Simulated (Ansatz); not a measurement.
# CoSi: the order of phases at one pressure, part 1 of 2

Which of rocksalt, CsCl, WC, NiAs, zincblende has the lowest enthalpy for CoSi at one common pressure? Methods of the runs shown: LAPW. Companion runs by PAW are cited.

Method: DFT, PBE, all-electron LAPW, scalar-relativistic, in Ansatz 0.2.0.

### 1 Starting point

The structure is cubic, space group Fm-3m (No. 225). The conventional cell has a = 4.149 Å, b = 4.149 Å, c = 4.149 Å, α = 90.00°, β = 90.00°, γ = 90.00°. Around Co (site symmetry m-3m) lie 6 Si at 2.07 Å. Around Si (site symmetry m-3m) lie 6 Co at 2.07 Å.

Coordinates:

```
CELL_PARAMETERS angstrom
0.00000 2.07432 2.07432
2.07432 0.00000 2.07432
2.07432 2.07432 0.00000
ATOMIC_POSITIONS crystal
Co 0.00000 0.00000 0.00000
Si 0.50000 0.50000 0.50000
```

Atoms are numbered in the order of the input: Co1, Si2.

### 2 Rocksalt relaxed under pressure, LAPW

The input, input.yaml:

```yaml
crystal:
  lattice:
    - [0.0, 2.0743209116, 2.0743209116]
    - [2.0743209116, 0.0, 2.0743209116]
    - [2.0743209116, 2.0743209116, 0.0]
  atoms:
    - { symbol: Co, position: [0.0, 0.0, 0.0] }
    - { symbol: Si, position: [0.5, 0.5, 0.5] }
kpoints:
  mp_grid: { grid: [16, 16, 16] }
scf:
  occupations: { method: fermi_dirac, width: 0.1 }
hamiltonian:
  xc: pbe
  pseudopotentials: { kind: all_electron, lapw: { basis_error: 0.0005 } }
output:
  forces: true
  stress: true
  eigenvalues: true
relax:
  f_tol: 0.005
  max_steps: 12
  cell: { p_target: 120.0, stress_tol: 0.06 }
```

Launch:

```sh
$ ansatz run input.yaml --threads 1 --pin off --max-ram 3584MiB --backend cpu --events-out ev --progress --plain --runs-dir out
```

The log of the run (excerpt; [...] marks lines left out):

```text
[...]
LAPW: plane waves up to 10.972 Å⁻¹, error target 5.0e-4 eV per atom; small_component_spin mean_spin; Si in spheres of 0.932 Å, 12 of its electrons in bands, Dirac shells []; Co in spheres of 1.080 Å, 17 of its electrons in bands, Dirac shells []
[...]
Pseudopotentials: kind: all_electron
Pseudopotential: Co, LAPW, valence charge 17, Koelling and Harmon's equation, gaussian nucleus
Pseudopotential: Si, LAPW, valence charge 12, Koelling and Harmon's equation, gaussian nucleus
Functional definition: PBE
[...]
Crystal: 2 atoms, lattice volume = 17.851 Å³
Basis set: ecut = 458.67823399618504 eV, 411 PW (Γ), exchange–correlation at level 2
Bands: 19, of which v1, the nominal top of the filled ones, is band 15 counted from 1 (14 counted from 0)
Symmetry: 48 space group operations
Space group: Fm-3m (ITA 225), of the structure as read, at distance tolerance 2.6e-5 Å
k-points: 145 of 4096
[...]
SCF iter   1: F=—  HF=-45807.956613 eV  |F-HF|=—  |Δ(HF+E_count)|=         —  Δρ=6.63e-2  dr2=8.43e-1  ethr=2.92e-3  ⟨swp⟩=2.0  Hψ=17862  notcnv=0
[...]
the basis was enlarged: its passes take 237.5 KiB over the memory plan, 1 of 1 planned eigensolver slots
[...]
relax step   1: F+E_penalty+E_count = -45807.59561108 eV  Δ(F+E_penalty+E_count) = +0.000e0 eV  max|allowed force component| = 2.827e-30 eV/Å  Δτ_max = 0.0000 Å  P = +120.012 GPa  Ω = 17.851 Å³  (7 SCF iters, accepted)
[...]
relax step   2: F+E_penalty+E_count = -45807.59561111 eV  Δ(F+E_penalty+E_count) = -2.569e-8 eV  max|allowed force component| = 3.879e-30 eV/Å  Δτ_max = 0.0000 Å  P = +120.012 GPa  Ω = 17.851 Å³  stress off target by 1.21e-2 GPa  SCF on the basis re-selected at this cell (its energy is [...]
SCF converged after 3 iterations
Free energy (F): -45807.595611 eV
[...]
E sigma→0 (E₀):  -45807.580729 eV
Entropy (-TS):   -0.029765 eV (-14.882 meV/atom)
Fermi energy:    22.775998 eV
[...]
--- Forces (eV/Å), atoms counted from 1 ---
  atom   1  Co     0.00000000     0.00000000    -0.00000000
  atom   2  Si    -0.00000000     0.00000000    -0.00000000
[...]
--- Stress (GPa, compression-positive) ---
      120.012113       0.000000      -0.000000
        0.000000     120.012113       0.000000
       -0.000000       0.000000     120.012113
  P = ⅓ Tr σ = 120.0121 GPa (1200.121 kbar)
--- Band table (eV; the first three rows and the last of 145) ---
  k-point 0: bands = ["-111.4514", "-72.5369", "-67.4732", "-67.4732", "-67.4732", "-35.9116", "-35.9116", "-35.9116", "7.4510", "19.1993", "19.1993", "19.1993", "19.5229", "19.5229", "29.0738", "29.0738", "29.0738", "34.9351", "35.2353"]
[...]
--- Relaxed structure (1 steps of the walk, 1 accepted, 1 SCFs on fresh bases) ---
  F+E_penalty+E_count = -45807.59561111 eV   max|allowed force component| = 3.879e-30 eV/Å   (the final SCF, on the basis selected at the relaxed cell)
  cell:  # Å, volume = 17.8508 Å³
    - [0.0, 2.0743209116, 2.0743209116]
    - [2.0743209116, 0.0, 2.0743209116]
    - [2.0743209116, 2.0743209116, 0.0]
  atoms:
    - { symbol: Co, position: [0.0, 0.0, 0.0] }
    - { symbol: Si, position: [0.5, 0.5, 0.5] }
```

Wall time 53 s (1 thread of Intel Xeon Platinum 8259CL at 2.50GHz (Skylake/Cascade Lake), shared host); peak memory 0.63 GiB.

The steps of the relaxation:

| step | energy from step 1 (eV/cell) | largest force component (eV/Å) | pressure (GPa) | volume (Å³) |
| --- | --- | --- | --- | --- |
| 1 | 0.0000 | 0.0000 | 120.01 | 17.85 |
| 2 | 0.0000 | 0.0000 | 120.01 | 17.85 |

Step 1 is the start. Step 2 repeats the geometry before on a plane-wave basis chosen anew for that cell, so the energy can jump there without any move; the table keeps such jumps.

| input's cell | before | after | change |
| --- | --- | --- | --- |
| a (Å) | 2.934 | 2.934 | -0.0 % |
| b (Å) | 2.934 | 2.934 | -0.0 % |
| c (Å) | 2.934 | 2.934 | -0.0 % |
| volume (Å³/atom) | 8.93 | 8.93 | -0.0 % |

In short: pressure 120.01 GPa; no gap.

### 3 CsCl relaxed under pressure, LAPW

input.yaml, as its differences from that of step 2:

```diff
@@ -2,5 +2,5 @@
   lattice:
-    - [0.0, 2.0743209116, 2.0743209116]
-    - [2.0743209116, 0.0, 2.0743209116]
-    - [2.0743209116, 2.0743209116, 0.0]
+    - [2.5249801915, 0.0, 0.0]
+    - [0.0, 2.5249801915, 0.0]
+    - [0.0, 0.0, 2.5249801915]
   atoms:
```

Launch:

```sh
$ ansatz run input.yaml --threads 1 --pin off --max-ram 3584MiB --backend cpu --events-out ev --progress --plain --runs-dir out
```

The log of the run (excerpt; [...] marks lines left out):

```text
[...]
LAPW: plane waves up to 10.303 Å⁻¹, error target 5.0e-4 eV per atom; small_component_spin mean_spin; Si in spheres of 0.979 Å, 12 of its electrons in bands, Dirac shells []; Co in spheres of 1.142 Å, 17 of its electrons in bands, Dirac shells []
[...]
[... 4 set-up lines as earlier in the session ...]
[...]
Crystal: 2 atoms, lattice volume = 16.098 Å³
Basis set: ecut = 404.45479217035717 eV, 305 PW (Γ), exchange–correlation at level 2
Bands: 19, of which v1, the nominal top of the filled ones, is band 15 counted from 1 (14 counted from 0)
[... 1 set-up line as earlier in the session ...]
Space group: Pm-3m (ITA 221), of the structure as read, at distance tolerance 2.5e-5 Å
k-points: 165 of 4096
[...]
  atom   2  Si    -0.00000000    -0.00000000    -0.00000000
[...]
--- Stress (GPa, compression-positive) ---
      119.972458       0.000000      -0.000000
        0.000000     119.972458       0.000000
       -0.000000       0.000000     119.972458
  P = ⅓ Tr σ = 119.9725 GPa (1199.725 kbar)
--- Band table (eV; the first three rows and the last of 165) ---
  k-point 0: bands = ["-109.0487", "-69.7514", "-65.0749", "-65.0749", "-65.0749", "-33.0491", "-33.0491", "-33.0491", "8.9703", "20.1952", "20.1952", "24.1118", "24.1118", "24.1118", "30.0409", "30.0409", "30.0409", "34.4544", "34.4544"]
[...]
--- Relaxed structure (1 steps of the walk, 1 accepted, 1 SCFs on fresh bases) ---
  F+E_penalty+E_count = -45809.12191770 eV   max|allowed force component| = 2.038e-30 eV/Å   (the final SCF, on the basis selected at the relaxed cell)
  cell:  # Å, volume = 16.0981 Å³
    - [2.5249801915, 0.0, 0.0]
    - [0.0, 2.5249801915, 0.0]
    - [0.0, 0.0, 2.5249801915]
  atoms:
    - { symbol: Co, position: [0.0, 0.0, 0.0] }
    - { symbol: Si, position: [0.5, 0.5, 0.5] }
```

Run time: 43 s. Hardware: 1 thread of Intel Xeon Platinum 8259CL at 2.50GHz (Skylake/Cascade Lake), shared host; peak memory 0.62 GiB.

Relaxation path:

| step | energy from step 1 (eV/cell) | largest force component (eV/Å) | pressure (GPa) | volume (Å³) |
| --- | --- | --- | --- | --- |
| 1 | 0.0000 | 0.0000 | 119.97 | 16.10 |
| 2 | 0.0000 | 0.0000 | 119.97 | 16.10 |

Step 1 is the start. Step 2 repeats the geometry before on a plane-wave basis chosen anew for that cell, so the energy can jump there without any move; the table keeps such jumps.

| input's cell | before | after | change |
| --- | --- | --- | --- |
| a (Å) | 2.525 | 2.525 | +0.0 % |
| b (Å) | 2.525 | 2.525 | +0.0 % |
| c (Å) | 2.525 | 2.525 | +0.0 % |
| volume (Å³/atom) | 8.05 | 8.05 | +0.0 % |

This run gives: pressure 119.97 GPa; no gap.

### 4 WC relaxed under pressure, LAPW

The input, input.yaml:

```yaml
crystal:
  lattice:
    - [2.3962589097, 0.0, 0.0]
    - [-1.1981294548, 2.0752210898, 0.0]
    - [0.0, 0.0, 3.326779805]
  atoms:
    - { symbol: Co, position: [0.0, 0.0, 0.0] }
    - { symbol: Si, position: [0.3333333333, 0.6666666667, 0.5] }
kpoints:
  mp_grid: { grid: [16, 16, 15] }
scf:
  occupations: { method: fermi_dirac, width: 0.1 }
hamiltonian:
  xc: pbe
  pseudopotentials: { kind: all_electron, lapw: { basis_error: 0.0005 } }
output:
  forces: true
  stress: true
  eigenvalues: true
relax:
  f_tol: 0.005
  max_steps: 12
  cell: { p_target: 120.0, stress_tol: 0.06 }
```

Launch:

```sh
$ ansatz run input.yaml --threads 1 --pin off --max-ram 3584MiB --backend cpu --events-out ev --progress --plain --runs-dir out
```

The log of the run:

```text
The last accepted step is kept in <dir> (removed where the run ends without a failure and the disk answers)
LAPW: plane waves up to 10.436 Å⁻¹, error target 5.0e-4 eV per atom; small_component_spin mean_spin; Si in spheres of 0.969 Å, 12 of its electrons in bands, Dirac shells []; Co in spheres of 1.129 Å, 17 of its electrons in bands, Dirac shells []
Engine: ansatz 0.2.0
[... 4 set-up lines as earlier in the session ...]
  parameter kappa = 0.804
  parameter beta = 0.06672455060314922
  exchange = pbe_x(kappa = kappa, mu = beta*pi^2/3)
  correlation = pbe_c(beta = beta)
Crystal: 2 atoms, lattice volume = 16.543 Å³
Basis set: ecut = 414.9363291148946 eV, 299 PW (Γ), exchange–correlation at level 2
Bands: 19, of which v1, the nominal top of the filled ones, is band 15 counted from 1 (14 counted from 0)
Symmetry: 12 space group operations
Space group: P-6m2 (ITA 187), of the structure as read, at distance tolerance 2.5e-5 Å
k-points: 240 of 3840 (time reversal used)
Non-local potential: Co, projectors of the file, none
Non-local potential: Si, projectors of the file, none
Initial density: superposition of atomic densities (chi_scale 0.1, normalization cell, long waves kept (reshape's long-wave potential 0.00 eV rms))
Initial wavefunctions: plane waves of lowest kinetic energy (no species holds an atomic orbital)
Functional: x = pbe(κ = 0.804, μ = 0.2195149727645171), c = pbe(β = 0.06672455060314922)
iter 1 solved again at ethr=3.40e-3 eV; its pass at ethr=1.00e-1 eV (dr2=9.87e-1 eV) is discarded
SCF iter   1: F=—  HF=-45809.249400 eV  |F-HF|=—  |Δ(HF+E_count)|=         —  Δρ=5.86e-2  dr2=9.86e-1  ethr=3.40e-3  ⟨swp⟩=2.0  Hψ=31585  notcnv=0
preconditioner: auto → none  [metal: Δε(μ)=0.017 eV  Ē_g=12.045 eV  σ=0.100 eV  W_gap=0.04  n_scr=2 (ndim 8)  ℏωp=32.9 eV  f_vac=0.000  D(μ)=0.84/eV (n_scr^D=2)  sad-step TF]
iter 2 solved again at ethr=2.70e-4 eV; its pass at ethr=3.40e-3 eV (dr2=7.84e-2 eV) is discarded
SCF iter   2: F=—  HF=-45809.097848 eV  |F-HF|=—  |Δ(HF+E_count)|=   1.52e-1  Δρ=2.91e-2  dr2=7.82e-2  ethr=2.70e-4  ⟨swp⟩=2.0  Hψ=22376  notcnv=0
SCF iter   3: F=—  HF=-45808.934532 eV  |F-HF|=—  |Δ(HF+E_count)|=   1.63e-1  Δρ=1.93e-2  dr2=8.39e-2  ethr=2.70e-4  ⟨swp⟩=2.1  Hψ=13218  notcnv=0
SCF iter   4: F=—  HF=-45808.909135 eV  |F-HF|=—  |Δ(HF+E_count)|=         —  Δρ=5.64e-3  dr2=3.11e-3  ethr=2.70e-4  ⟨swp⟩=2.0  Hψ=12876  notcnv=0
the basis was enlarged: its passes take 575.2 KiB over the memory plan, 1 of 1 planned eigensolver slots
SCF iter   5: F=—  HF=-45808.906842 eV  |F-HF|=—  |Δ(HF+E_count)|=   2.29e-3  Δρ=1.92e-3  dr2=5.08e-4  ethr=1.07e-5  ⟨swp⟩=2.0  Hψ=12206  notcnv=0
SCF iter   6: F=—  HF=-45808.906609 eV  |F-HF|=—  |Δ(HF+E_count)|=   2.32e-4  Δρ=3.91e-4  dr2=1.57e-5  ethr=1.75e-6  ⟨swp⟩=2.0  Hψ=12203  notcnv=0
SCF iter   7: F=—  HF=-45808.906601 eV  |F-HF|=—  |Δ(HF+E_count)|=   8.59e-6  Δρ=3.89e-5  dr2=1.82e-7  ethr=5.42e-8  ⟨swp⟩=2.0  Hψ=12215  notcnv=0
SCF iter   8: F=-45808.906601 eV  HF=-45808.906601 eV  |F-HF|=4.29e-10  |Δ(HF+E_count)|=   5.01e-8  Δρ=2.71e-6  dr2=5.13e-10  ethr=6.27e-10  ⟨swp⟩=2.5  Hψ=12564  notcnv=0
SCF 1 converged in 8 iterations: F = -45808.906601 eV  dr2 = 5.13e-10
relax step   1: F+E_penalty+E_count = -45808.90660079 eV  Δ(F+E_penalty+E_count) = +0.000e0 eV  max|allowed force component| = 4.626e-17 eV/Å  Δτ_max = 0.0000 Å  P = +119.786 GPa  Ω = 16.543 Å³  (8 SCF iters, accepted)
Crystal: 2 atoms, lattice volume = 16.540 Å³
Basis set: ecut = 414.999646501926 eV, 299 PW (Γ), exchange–correlation at level 2
Initial density: handed on by an earlier stage of this run
Initial wavefunctions: those handed on with the density
iter 1 solved again at ethr=3.82e-10 eV; its pass at ethr=1.00e-1 eV (dr2=1.11e-7 eV) is discarded
SCF iter   1: F=—  HF=-45808.903769 eV  |F-HF|=—  |Δ(HF+E_count)|=         —  Δρ=1.78e-5  dr2=8.72e-8  ethr=3.82e-10  ⟨swp⟩=4.0  Hψ=23693  notcnv=0
preconditioner: auto → none  [metal: Δε(μ)=0.016 eV  Ē_g=11.698 eV  σ=0.100 eV  W_gap=0.04  n_scr=2 (ndim 8)  ℏωp=32.9 eV  f_vac=0.000  D(μ)=1.16/eV (n_scr^D=8)]
SCF iter   2: F=—  HF=-45808.903769 eV  |F-HF|=—  |Δ(HF+E_count)|=   1.86e-7  Δρ=3.88e-5  dr2=4.43e-7  ethr=3.01e-10  ⟨swp⟩=3.0  Hψ=13284  notcnv=0
iter 3 solved again at ethr=1.31e-12 eV; its pass at ethr=3.01e-10 eV (dr2=3.80e-10 eV) is discarded
SCF iter   3: F=-45808.903768 eV  HF=-45808.903768 eV  |F-HF|=9.09e-10  |Δ(HF+E_count)|=   2.27e-7  Δρ=1.90e-6  dr2=3.82e-10  ethr=1.31e-12  ⟨swp⟩=2.9  Hψ=22358  notcnv=0
SCF 2 converged in 3 iterations: F = -45808.903768 eV  dr2 = 3.82e-10
relax step   2: F+E_penalty+E_count = -45808.90376847 eV  Δ(F+E_penalty+E_count) = +2.832e-3 eV  max|allowed force component| = 3.123e-17 eV/Å  Δτ_max = 0.0000 Å  P = +119.938 GPa  Ω = 16.540 Å³  (3 SCF iters, accepted)
Crystal: 2 atoms, lattice volume = 16.538 Å³
Basis set: ecut = 415.0256015004563 eV, 299 PW (Γ), exchange–correlation at level 2
iter 1 solved again at ethr=8.58e-11 eV; its pass at ethr=1.00e-1 eV (dr2=2.49e-8 eV) is discarded
SCF iter   1: F=—  HF=-45808.902607 eV  |F-HF|=—  |Δ(HF+E_count)|=         —  Δρ=8.61e-6  dr2=1.97e-8  ethr=8.58e-11  ⟨swp⟩=4.0  Hψ=23272  notcnv=0
preconditioner: auto → none  [metal: Δε(μ)=0.016 eV  Ē_g=11.699 eV  σ=0.100 eV  W_gap=0.04  n_scr=2 (ndim 8)  ℏωp=32.9 eV  f_vac=0.000  D(μ)=1.16/eV (n_scr^D=8)]
SCF iter   2: F=—  HF=-45808.902607 eV  |F-HF|=—  |Δ(HF+E_count)|=   3.77e-8  Δρ=1.79e-5  dr2=9.47e-8  ethr=6.78e-11  ⟨swp⟩=3.0  Hψ=13239  notcnv=0
iter 3 solved again at ethr=1.00e-12 eV; its pass at ethr=6.78e-11 eV (dr2=1.83e-10 eV) is discarded
SCF iter   3: F=-45808.902607 eV  HF=-45808.902607 eV  |F-HF|=5.46e-10  |Δ(HF+E_count)|=   4.82e-8  Δρ=1.25e-6  dr2=1.84e-10  ethr=1.00e-12  ⟨swp⟩=2.1  Hψ=21509  notcnv=0
SCF 3 converged in 3 iterations: F = -45808.902607 eV  dr2 = 1.84e-10
relax step   3: F+E_penalty+E_count = -45808.90260672 eV  Δ(F+E_penalty+E_count) = +1.162e-3 eV  max|allowed force component| = 2.082e-17 eV/Å  Δτ_max = 0.0000 Å  P = +120.000 GPa  Ω = 16.538 Å³  (3 SCF iters, accepted)
iter 1 solved again at ethr=1.00e-12 eV; its pass at ethr=1.00e-1 eV (dr2=1.84e-10 eV) is discarded
SCF iter   1: F=—  HF=-45808.902607 eV  |F-HF|=—  |Δ(HF+E_count)|=         —  Δρ=1.25e-6  dr2=1.84e-10  ethr=1.17e-12 (applied; sched 1.00e-12)  ⟨swp⟩=3.0  Hψ=21827  notcnv=0
SCF iter   2: F=-45808.902607 eV  HF=-45808.902607 eV  |F-HF|=2.77e-9  |Δ(HF+E_count)|=   1.64e-9  Δρ=1.64e-6  dr2=8.09e-10  ethr=1.41e-12 (applied; sched 1.00e-12)  ⟨swp⟩=3.0  Hψ=13045  notcnv=0
SCF 4 converged in 2 iterations: F = -45808.902607 eV  dr2 = 8.09e-10
relax step   4: F+E_penalty+E_count = -45808.90260672 eV  Δ(F+E_penalty+E_count) = -3.762e-9 eV  max|allowed force component| = 1.850e-17 eV/Å  Δτ_max = 0.0000 Å  P = +120.000 GPa  Ω = 16.538 Å³  stress off target by 4.81e-4 GPa  SCF on the basis re-selected at this cell (its energy is not comparable with the rows above)  (2 SCF iters)
basis re-selected at this cell: Δ(F+E_penalty+E_count) = -3.762e-9 eV, ΔP = +0.000 GPa vs the last step (what re-selecting the basis moved, after the strain that the cell walked since its last selection, with what the two solves' SCF thresholds leave and, on support functions, any second-order correction that the steps lacked; it is no measure of the basis error at this ecutwfc). This SCF's stress stands 4.81e-4 GPa from its target on what of the cell is left free (relax.cell.stress_tol is 6.00e-2 GPa) and its largest allowed force component is 1.85e-17 eV/Å (relax.f_tol is 5.00e-3 eV/Å): within both
SCF converged after 2 iterations
Free energy (F): -45808.902607 eV
Harris-Foulkes:  -45808.902607 eV  (|F-HF|=2.77e-9)
Internal energy: -45808.865313 eV  (E = F + TS)
E sigma→0 (E₀):  -45808.883960 eV
Entropy (-TS):   -0.037294 eV (-18.647 meV/atom)
Fermi energy:    24.957151 eV
--- Per-component energies (eV) ---
  E_band       = -698.710339
  E_kinetic    = 46431.050875
  E_xc         = -2203.812779
  E_electrostatic = -90036.103408  (all electrons and nuclei)
  E_smearing   = -0.037294  (= −TS)
  E_closure    = 0.000000  (closes the sum)
  E_atoms      = -45796.146146  (free atoms, spherical and without spin; not in F)
  Σ components = -45808.902607   (vs F -45808.902607, Δ=0.00e0)
  Basis errors (estimates in eV, not in F): energy 1.5e-4 per atom: plane waves 1.3e-4 (7.3e-5 summed), levels above the bands 1.1e-51, relativity 1.2e-8, radial functions 2.0e-5, core shells 1.9e-8; eigenvalues (radial functions only) 3.5e-7; not estimated: angular momenta, meshes, grids; target (lapw.basis_error) 5.0e-4; muffin-tin radii Si 0.969 Å, Co 1.129 Å
--- Forces (eV/Å), atoms counted from 1 ---
  atom   1  Co     0.00000000    -0.00000000     0.00000000
  atom   2  Si     0.00000000     0.00000000     0.00000000
  max |Σ_I F_I| component: 2.31e-17 eV/Å
--- Stress (GPa, compression-positive) ---
      120.000112      -0.000000       0.000000
       -0.000000     120.000112      -0.000000
        0.000000      -0.000000     120.000481
  P = ⅓ Tr σ = 120.0002 GPa (1200.002 kbar)
--- Band table (eV; the first three rows and the last of 240) ---
  k-point 0: bands = ["-109.5889", "-70.5845", "-65.6242", "-65.6242", "-65.5580", "-34.1932", "-33.6102", "-33.6102", "8.0514", "18.7161", "20.6252", "22.2753", "22.2753", "23.4266", "23.4266", "28.9865", "37.8760", "37.8760", "40.0561"]
  k-point 1: bands = ["-109.5889", "-70.5846", "-65.6242", "-65.6242", "-65.5579", "-34.1938", "-33.6102", "-33.6102", "8.1080", "18.4634", "20.6924", "22.2771", "22.2771", "23.4144", "23.4144", "29.2357", "37.9460", "37.9460", "40.0307"]
  k-point 2: bands = ["-109.5889", "-70.5848", "-65.6242", "-65.6242", "-65.5576", "-34.1956", "-33.6101", "-33.6101", "8.2751", "17.8290", "20.8241", "22.2823", "22.2823", "23.3801", "23.3801", "29.9254", "38.1450", "38.1450", "39.9656"]
  k-point 239: bands = ["-109.5820", "-70.5128", "-65.6530", "-65.6484", "-65.5531", "-34.1329", "-33.9141", "-33.8641", "16.9740", "18.3428", "19.7417", "19.8043", "21.1677", "22.4820", "26.0705", "27.7689", "28.7804", "29.5267", "30.5661"]
--- Relaxed structure (3 steps of the walk, 3 accepted, 1 SCFs on fresh bases) ---
  F+E_penalty+E_count = -45808.90260672 eV   max|allowed force component| = 1.850e-17 eV/Å   (the final SCF, on the basis selected at the relaxed cell)
  cell:  # Å, volume = 16.5380 Å³
    - [2.39600061603586, -2.8864426600783628e-11, -9.527640886990888e-21]
    - [-1.1980003079929327, 2.0749974009846515, 4.763820443395729e-21]
    - [-1.3227436803331685e-20, -5.0290638313061085e-34, 3.326423546877681]
  atoms:
    - { symbol: Co, position: [2.342763928941467e-56, -3.700743415524894e-17, 4.296650858742067e-36] }
    - { symbol: Si, position: [0.3333333333333333, 0.6666666666666666, 0.5] }
```

Wall time 2.6 min (1 thread of Intel Xeon Platinum 8259CL at 2.50GHz (Skylake/Cascade Lake), shared host); peak memory 0.67 GiB.

The steps of the relaxation:

```csv
step,energy from step 1 (eV/cell),largest force component (eV/Å),pressure (GPa),volume (Å³)
1,0.0000,0.0000,119.79,16.54
2,0.0028,0.0000,119.94,16.54
3,0.0040,0.0000,120.00,16.54
4,0.0040,0.0000,120.00,16.54
```

Step 1 is the start. Step 4 repeats the geometry before on a plane-wave basis chosen anew for that cell, so the energy can jump there without any move; the table keeps such jumps.

| input's cell | before | after | change |
| --- | --- | --- | --- |
| a (Å) | 2.396 | 2.396 | -0.0 % |
| b (Å) | 2.396 | 2.396 | -0.0 % |
| c (Å) | 3.327 | 3.326 | -0.0 % |
| volume (Å³/atom) | 8.27 | 8.27 | -0.0 % |

Result: pressure 120.00 GPa; no gap.

(Continued in part 2 of 2.)
